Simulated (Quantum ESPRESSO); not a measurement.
A calculation with Quantum ESPRESSO 7.5 of Ti (native input, structure typed inline):

pw.in

```
&CONTROL
  calculation = 'scf'
  prefix = 'pwscf'
  outdir = './tmp'
  pseudo_dir = './pseudo'
  tprnfor = .true.
  tstress = .true.
  disk_io = 'low'
/
&SYSTEM
  ibrav = 0
  nat = 1
  ntyp = 1
  ecutwfc = 45
  ecutrho = 360
  nbnd = 12
  occupations = 'smearing'
  smearing = 'fd'
  degauss = 0.00367493
/
&ELECTRONS
  conv_thr = 2d-10
  electron_maxstep = 120
  mixing_beta = 0.5
/
ATOMIC_SPECIES
Ti    47.8670 ti_pbesol_v1.4.uspp.F.UPF
CELL_PARAMETERS angstrom
  -1.6410000000    1.6410000000    1.6410000000
   1.6410000000   -1.6410000000    1.6410000000
   1.6410000000    1.6410000000   -1.6410000000
ATOMIC_POSITIONS crystal
Ti     0.0000000000    0.0000000000    0.0000000000
K_POINTS automatic
11 11 11 0 0 0
```

Contents of pp_density.in:

```
&INPUTPP
  prefix = 'pwscf'
  outdir = './tmp'
  filplot = 'density.dat'
  plot_num = 0
/
&PLOT
  nfile = 1
  filepp(1) = 'density.dat'
  iflag = 3
  output_format = 6
  fileout = 'density.cube'
/
```

File pp_potential.in:

```
&INPUTPP
  prefix = 'pwscf'
  outdir = './tmp'
  filplot = 'potential.dat'
  plot_num = 11
/
&PLOT
  nfile = 1
  filepp(1) = 'potential.dat'
  iflag = 3
  output_format = 6
  fileout = 'potential.cube'
/
```

Potentials or basis: GBRV 1.5 PBEsol.

Command:

```sh
$ OMP_NUM_THREADS=1 mpirun -n 2 pw.x -nk 2 -in pw.in > pw.out
$ OMP_NUM_THREADS=1 mpirun -n 1 pp.x -in pp_density.in > pp_density.out
$ OMP_NUM_THREADS=1 mpirun -n 1 pp.x -in pp_potential.in > pp_potential.out
```

This isn't the form of Ti at room conditions, which is hcp.

Write the same calculation in another form: ASE script, structure from a CIF.

As run:

The input run.py:

```python
import numpy as np
from ase.calculators.espresso import Espresso, EspressoProfile
import spglib
from ase import Atoms
from ase.io import read

atoms = read('Ti.cif')
cell, pos, num = spglib.standardize_cell((atoms.cell[:], atoms.get_scaled_positions(), atoms.numbers), to_primitive=True, symprec=1e-4)
atoms = Atoms(numbers=num, cell=cell, scaled_positions=pos, pbc=True)

input_data = {
    'control': {'calculation': 'scf', 'prefix': 'pwscf', 'outdir': './tmp', 'tprnfor': True, 'tstress': True, 'disk_io': 'nowf'},
    'system': {'ecutwfc': 45.0, 'ecutrho': 360.0, 'nbnd': 12, 'occupations': 'smearing', 'smearing': 'fd', 'degauss': 0.00367493},
    'electrons': {'conv_thr': 2e-10, 'electron_maxstep': 120, 'mixing_beta': 0.5},
}
pseudopotentials = {'Ti': 'ti_pbesol_v1.4.uspp.F.UPF'}
profile = EspressoProfile(command='mpirun -n 2 pw.x -nk 2', pseudo_dir='pseudo')
dft = Espresso(profile=profile, input_data=input_data, pseudopotentials=pseudopotentials, kpts=(11, 11, 11), koffset=(0, 0, 0))
atoms.calc = dft

print(f'energy {atoms.get_potential_energy():.8f} eV')
print('forces (eV/A)')
print(np.round(atoms.get_forces(), 6))
print('stress (eV/A^3, Voigt)')
print(np.round(atoms.get_stress(), 8))
print(f'Fermi level {dft.get_fermi_level():.4f} eV')
```

Contents of Ti.cif:

```cif
data_Ti
_cell_length_a 3.28200000
_cell_length_b 3.28200000
_cell_length_c 3.28200000
_cell_angle_alpha 90.00000000
_cell_angle_beta 90.00000000
_cell_angle_gamma 90.00000000
_space_group_name_H-M_alt 'Im-3m'
_space_group_name_Hall '-I 4 2 3'
_space_group_IT_number 229
loop_
_space_group_symop_operation_xyz
'x,y,z'
'-x,-y,-z'
'-y,x,z'
'y,-x,-z'
'-x,-y,z'
'x,y,-z'
'y,-x,z'
'-y,x,-z'
'x,-y,-z'
'-x,y,z'
'-y,-x,-z'
'y,x,z'
'-x,y,-z'
'x,-y,z'
'y,x,-z'
'-y,-x,z'
'z,x,y'
'-z,-x,-y'
'z,-y,x'
'-z,y,-x'
'z,-x,-y'
'-z,x,y'
'z,y,-x'
'-z,-y,x'
'-z,x,-y'
'z,-x,y'
'-z,-y,-x'
'z,y,x'
'-z,-x,y'
'z,x,-y'
'-z,y,x'
'z,-y,-x'
'y,z,x'
'-y,-z,-x'
'x,z,-y'
'-x,-z,y'
'-y,z,-x'
'y,-z,x'
'-x,z,y'
'x,-z,-y'
'-y,-z,x'
'y,z,-x'
'-x,-z,-y'
'x,z,y'
'y,-z,-x'
'-y,z,x'
'x,-z,y'
'-x,z,-y'
'x+1/2,y+1/2,z+1/2'
'-x+1/2,-y+1/2,-z+1/2'
'-y+1/2,x+1/2,z+1/2'
'y+1/2,-x+1/2,-z+1/2'
'-x+1/2,-y+1/2,z+1/2'
'x+1/2,y+1/2,-z+1/2'
'y+1/2,-x+1/2,z+1/2'
'-y+1/2,x+1/2,-z+1/2'
'x+1/2,-y+1/2,-z+1/2'
'-x+1/2,y+1/2,z+1/2'
'-y+1/2,-x+1/2,-z+1/2'
'y+1/2,x+1/2,z+1/2'
'-x+1/2,y+1/2,-z+1/2'
'x+1/2,-y+1/2,z+1/2'
'y+1/2,x+1/2,-z+1/2'
'-y+1/2,-x+1/2,z+1/2'
'z+1/2,x+1/2,y+1/2'
'-z+1/2,-x+1/2,-y+1/2'
'z+1/2,-y+1/2,x+1/2'
'-z+1/2,y+1/2,-x+1/2'
'z+1/2,-x+1/2,-y+1/2'
'-z+1/2,x+1/2,y+1/2'
'z+1/2,y+1/2,-x+1/2'
'-z+1/2,-y+1/2,x+1/2'
'-z+1/2,x+1/2,-y+1/2'
'z+1/2,-x+1/2,y+1/2'
'-z+1/2,-y+1/2,-x+1/2'
'z+1/2,y+1/2,x+1/2'
'-z+1/2,-x+1/2,y+1/2'
'z+1/2,x+1/2,-y+1/2'
'-z+1/2,y+1/2,x+1/2'
'z+1/2,-y+1/2,-x+1/2'
'y+1/2,z+1/2,x+1/2'
'-y+1/2,-z+1/2,-x+1/2'
'x+1/2,z+1/2,-y+1/2'
'-x+1/2,-z+1/2,y+1/2'
'-y+1/2,z+1/2,-x+1/2'
'y+1/2,-z+1/2,x+1/2'
'-x+1/2,z+1/2,y+1/2'
'x+1/2,-z+1/2,-y+1/2'
'-y+1/2,-z+1/2,x+1/2'
'y+1/2,z+1/2,-x+1/2'
'-x+1/2,-z+1/2,-y+1/2'
'x+1/2,z+1/2,y+1/2'
'y+1/2,-z+1/2,-x+1/2'
'-y+1/2,z+1/2,x+1/2'
'x+1/2,-z+1/2,y+1/2'
'-x+1/2,z+1/2,-y+1/2'
loop_
_atom_site_label
_atom_site_type_symbol
_atom_site_symmetry_multiplicity
_atom_site_Wyckoff_symbol
_atom_site_fract_x
_atom_site_fract_y
_atom_site_fract_z
_atom_site_occupancy
Ti1 Ti 2 a 0.0000000000 0.0000000000 0.0000000000 1
```

Potentials or basis: GBRV 1.5 PBEsol.

Run with:

```console
$ OMP_NUM_THREADS=1 python run.py
```

Both were run:

|  | native input, structure typed inline | ASE script, structure from a CIF |
| --- | --- | --- |
| Pressure | -6.8 GPa | -6.8 GPa |
| Band gap on the k mesh | none (metal or under the smearing width) | none (metal or under the smearing width) |

Keys that steer only the numerical path or the files written may differ.
